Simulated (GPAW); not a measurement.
## GaSb: single point with PBE

**Experimental background.**

A printed reference work, data compilation reports, for a bulk crystal of GaSb at 4.2 K: band gap 0.811 eV (direct).

GaSb:

```xyz
2
Lattice="0.0000 3.0590 3.0590 3.0590 0.0000 3.0590 3.0590 3.0590 0.0000" Properties=species:S:1:pos:R:3 pbc="T T T"
Sb    1.5295    1.5295    1.5295
Ga    0.0000    0.0000    0.0000
```

| Item | Value |
| --- | --- |
| Program | GPAW 26.7.0 |
| Task | single point |
| Functional | PBE |
| Potentials or basis | GPAW PAW data sets (gpaw-data 1.2.1) |
| Cutoff | 450 eV |
| Basis | pw |
| k mesh | 6 × 6 × 6 |
| Occupations | fermi-dirac, width 0.01 eV |
| Spin | no spin polarisation |

```
Pressure               : 1.5 GPa
Band gap on the k mesh : 0.09 eV, direct
```

Levels at points of the mesh, in eV from the valence-band top:
```tsv
k point	band 7	band 8	band 9	band 10	band 11	band 12
(0.00, 0.00, 0.00)	0.00	0.00	0.00	0.09	2.81	2.81
(0.50, 0.50, 0.00)	-6.77	-2.56	-2.56	0.93	1.27	8.75
(0.50, 0.50, 0.50)	-6.33	-1.15	-1.15	0.44	3.78	3.78
```

Wall time 9.4 s on 1 thread of Arm Neoverse V2, on a shared host, peak memory 0.14 GiB.

Measured gap of GaSb: 0.811 eV (direct; 4.2 K; a printed reference work, data compilation). This calculation gives 0.09 eV (-0.72 eV). Spin-orbit coupling on Ga, Sb is left out. The value is that of PBE on a finite k mesh, which can miss the band edges, without temperature or zero-point motion. Semilocal functionals fall short of measured gaps as a rule.

Caveat: the cutoff is short for stress and forces, so pressures can be off by a GPa or more; spin-orbit coupling is left out, which moves the levels of the heavy elements.
